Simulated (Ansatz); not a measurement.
# BN: the cost of one run

Computed with Ansatz 0.2.0 (DFT PBE, scalar-relativistic, plane waves, PAW, unless a step's input says otherwise).

1 further run of the same task is left out (set aside as unsound or not needed).

## (1) The structure to begin with

Symmetry: P-6m2, No. 187, hexagonal system. Conventional cell: a = 2.512 Å, b = 2.512 Å, c = 23.902 Å, α = 90.00°, β = 90.00°, γ = 120.00°. B (site symmetry -6m2) has 3 N at 1.45 Å as nearest neighbours. N (site symmetry -6m2) is surrounded by 3 B at 1.45 Å.

Coordinates:

```cif
data_structure
_symmetry_space_group_name_H-M 'P 1'
_symmetry_Int_Tables_number 1
_cell_length_a 2.5121
_cell_length_b 2.5121
_cell_length_c 23.9016
_cell_angle_alpha 90.000
_cell_angle_beta 90.000
_cell_angle_gamma 120.000
_cell_volume 130.62
loop_
_atom_site_label
_atom_site_type_symbol
_atom_site_fract_x
_atom_site_fract_y
_atom_site_fract_z
_atom_site_occupancy
B1 B 0.99404 0.99457 0.31379 1
N1 N 0.66071 0.32791 0.31379 1
```

It is the end of an earlier relaxation with the same method, from a generated guess; it is a trial structure. At a tolerance of 0.02 Å it has layer group p-6m2 (No. 78); it has 2.73 Å²/atom, an uncorrected energy of -1.25 eV/atom over the elements.

Only a and b are periodic; c spans vacuum, so the box's volume, pressure and space group aren't properties of the sheet.

## (2) Bands, states and charges

Contents of input.yaml:

```yaml
crystal:
  lattice:
    - [2.5120558271, -0.0042267438, 0.0]
    - [-1.2523737561, 2.1776191482, 0.0]
    - [0.0, 0.0, 23.9015998]
  atoms:
    - { symbol: B, position: [0.9940385442, 0.9945737789, 0.3137865274] }
    - { symbol: "N", position: [0.6607079758, 0.3279077111, 0.3137865274] }
  periodic: [true, true, false]
basis:
  ecutwfc: 420
kpoints:
  mp_grid: { grid: [12, 12, 1] }
  band_path:
    path:
      - [0.0, 0.0, 0.0]
      - [0.49999955, -1.07e-06, 0.0]
      - [0.33333303, 0.33333256, 0.0]
      - [0.0, 0.0, 0.0]
    npoints: 14
hamiltonian:
  xc: pbe
scf:
  occupations: { method: gaussian, width: 0.02 }
  n_extra_bands: 6
output:
  forces: true
  stress: true
  eigenvalues: true
  populations: true
  dos: { projected: true, de: 0.02, nscf_kmesh: { grid: [18, 18, 1] } }
  bader: true
  write_density: true
  write_potential: true
  elf: true
  volumetric_format: npy
```

Command:

```console
$ ansatz run input.yaml --threads 1 --pin off --max-ram 2048MiB --backend cpu --events-out ev --progress --plain --runs-dir out
```

**Question.** How long does this run take on 1 thread of Intel Xeon 6975P-C (Granite Rapids), shared host, and how much memory does it need?

About 51 s, with a peak of 0.42 GiB.
